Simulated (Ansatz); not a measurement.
The system is C.

```
CELL_PARAMETERS angstrom
0.00000 1.78337 1.78337
1.78337 0.00000 1.78337
1.78337 1.78337 0.00000
ATOMIC_POSITIONS crystal
C 0.75000 0.75000 0.75000
C 0.50000 0.50000 0.50000
```

This isn't the form of C at room conditions, which is graphite.

Base run:

```yaml
Program: Ansatz 0.2.0
Functional: r2SCAN
Potentials_or_basis: Ansatz PAW
Cutoff: "500 eV (not typed: the program's choice for these potentials)"
k_mesh: 13 × 13 × 13
Occupations: fermi-dirac, width 0.05 eV
Spin: no spin polarisation
```

Its results: band gap on the k mesh 4.36 eV, indirect (least direct gap 5.88 eV); pressure -2.4 GPa.

Q: The run is repeated on the same cell with these changes: functional from r2SCAN to LDA; cutoff from 500 eV (not typed: the program's choice for these potentials) to 420 eV (not typed: the program's choice for these potentials). What comes out?

A: Band gap on the k mesh 4.11 eV, indirect (least direct gap 5.54 eV); pressure -13.1 GPa.

r2SCAN gives the wider gap, since meta-GGAs in the generalised Kohn-Sham scheme recover part of the derivative discontinuity.

Caveats: the PAW data sets come from PBE, with cores solved anew for the run's functional, which leaves a small shift of forces and pressure.
